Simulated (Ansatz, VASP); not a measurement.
**Sb in VASP and in Ansatz**

```
CELL_PARAMETERS angstrom
0.00000 2.41867 2.37124
2.37124 0.00000 2.37124
2.37124 2.41867 0.00000
ATOMIC_POSITIONS crystal
Sb 0.00000 0.00000 0.00000
```

Change from the starting cell: strain +0.0200 x Voigt [0, 1, 0, 0, 0, 0], atoms carried along.

Alike in both runs: task single point; functional PBE; dispersion D3(BJ); k mesh 18 × 18 × 18; occupations gaussian, width 0.15 eV; no spin polarisation.

|  | VASP | Ansatz |
| --- | --- | --- |
| version | VASP 6.6.1 | Ansatz 0.2.0 |
| potentials or method | VASP PAW PBE potentials, release 64 (Sb) | scalar-relativistic, plane waves, PAW |
| plane-wave cutoff (eV) | 520 | 420 |
| valence electrons in the cell | 5 | 15 |

```tsv
	VASP	Ansatz	Ansatz less VASP
gap on the k mesh at the Fermi level (eV)	none	none	-
pressure (GPa)	-2.6	-2.4	+0.14
largest component of the traceless stress (GPa)	0.23	0.24	0.000
```

A gap of «none» marks a metal or a gap that the smearing closes. With one functional, cell and mesh, what is left measures potentials, basis and numerics. The two sets of potentials don't hold the same shells in valence.

Caveats: pairwise dispersion overbinds metals, which lowers pressure and volume. Spin-orbit coupling is left out, which matters for the levels of Sb.
